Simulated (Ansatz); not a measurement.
Input, command and steps of an Ansatz relaxation.

```yaml
crystal:
  lattice:
    - [-1.6093111652, 1.6093111652, 4.3695559939]
    - [1.6093111652, -1.6093111652, 4.3695559939]
    - [1.6093111652, 1.6093111652, -4.3695559939]
  atoms:
    - { symbol: Al, position: [0.6577090956, 0.6577090956, 0.0] }
    - { symbol: Al, position: [0.3422909044, 0.3422909044, 0.0] }
    - { symbol: Ru, position: [0.0, 0.0, 0.0] }
basis:
  ecutwfc: 500
kpoints:
  mp_grid: { grid: [18, 18, 18] }
hamiltonian:
  xc: r2scan
scf:
  occupations: { method: gaussian, width: 0.1 }
output:
  forces: true
  stress: true
  eigenvalues: true
relax:
  adjacent_minimum: "off"
  f_tol: 0.01
  max_steps: 30
  cell: { stress_tol: 0.1, fix: [volume] }
```

```bash
ansatz run input.yaml --threads 1 --pin off --max-ram 2560MiB --backend cpu --events-out ev --progress --plain --runs-dir out
```

These are results of DFT r2SCAN, scalar-relativistic, plane waves, PAW (Ansatz 0.2.0), not measurements.

The volume is held at 1.1 times that of the relaxed cell.

Of 4 frames 3 are shown, positions in Å and forces in eV/Å; the SCF threshold varies from step to step. Steps run on the plane waves of an earlier cell, with a Pulay correction in the pressure. The basis is chosen afresh for the last frame, the zero of the energies, and at times for earlier ones too; energy and pressure step there, also at an unchanged geometry.

```xyz
3
Lattice="-1.6093 1.6093 4.3696 1.6093 -1.6093 4.3696 1.6093 1.6093 -4.3696" Properties=species:S:1:pos:R:3:forces:R:3 pbc="T T T" step=1 free_energy_over_end_meV_per_atom=0.33 pressure_GPa=-14.33
Al    0.0000    0.0000    5.7478    0.0000    0.0000   -0.1149
Al    0.0000    0.0000    2.9913    0.0000    0.0000    0.1149
Ru    0.0000    0.0000    0.0000    0.0000    0.0000    0.0000
3
Lattice="-1.6097 1.6097 4.3675 1.6097 -1.6097 4.3675 1.6097 1.6097 -4.3675" Properties=species:S:1:pos:R:3:forces:R:3 pbc="T T T" step=2 free_energy_over_end_meV_per_atom=0.12 pressure_GPa=-14.11
Al    0.0000    0.0000    5.7354    0.0000    0.0000    0.0476
Al    0.0000    0.0000    2.9996    0.0000    0.0000   -0.0476
Ru    0.0000    0.0000    0.0000    0.0000    0.0000    0.0000
3
Lattice="-1.6073 1.6073 4.3806 1.6073 -1.6073 4.3806 1.6073 1.6073 -4.3806" Properties=species:S:1:pos:R:3:forces:R:3 pbc="T T T" step=4 free_energy_over_end_meV_per_atom=0.00 pressure_GPa=-14.14
Al    0.0000    0.0000    5.7529    0.0000    0.0000    0.0000
Al    0.0000    0.0000    3.0082    0.0000    0.0000    0.0000
Ru    0.0000    0.0000    0.0000    0.0000    0.0000    0.0000
```

It took 2.8 min on 1 thread of Intel(R) Xeon(R) Platinum 8259CL CPU @ 2.50GHz (Skylake/Cascade Lake), on a shared host, peak memory 0.78 GiB.